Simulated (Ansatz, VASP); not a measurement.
KF: VASP beside Ansatz

```
CELL_PARAMETERS angstrom
3.12292 0.00000 0.00000
0.00000 3.12292 0.00000
0.00000 0.00000 3.12292
ATOMIC_POSITIONS crystal
K 0.00000 0.00000 0.00000
F 0.50000 0.50000 0.50000
```

Change from the starting cell: hydrostatic strain -1.8%.

Alike in both runs: task single point; functional PBE; k mesh 8 × 8 × 8; occupations fermi-dirac, width 0.02 eV; no spin polarisation.

|  | VASP | Ansatz |
| --- | --- | --- |
| version | VASP 6.6.1 | Ansatz 0.2.0 |
| potentials or method | VASP PAW PBE potentials, release 64 (K_sv, F) | plane waves, PAW |
| plane-wave cutoff (eV) | 520 | 420 |
| valence electrons in the cell | 16 | 16 |

VASP gave:

```
gap on the k mesh at the Fermi level (eV) : 7.22
pressure (GPa)                            : 5.9
```

Question: What did Ansatz give for the same quantities?

Answer: gap on the k mesh at the Fermi level (eV): 7.24; pressure (GPa): 5.7.

With one functional, cell and mesh, what is left measures potentials, basis and numerics.

A k mesh can miss the band edges.
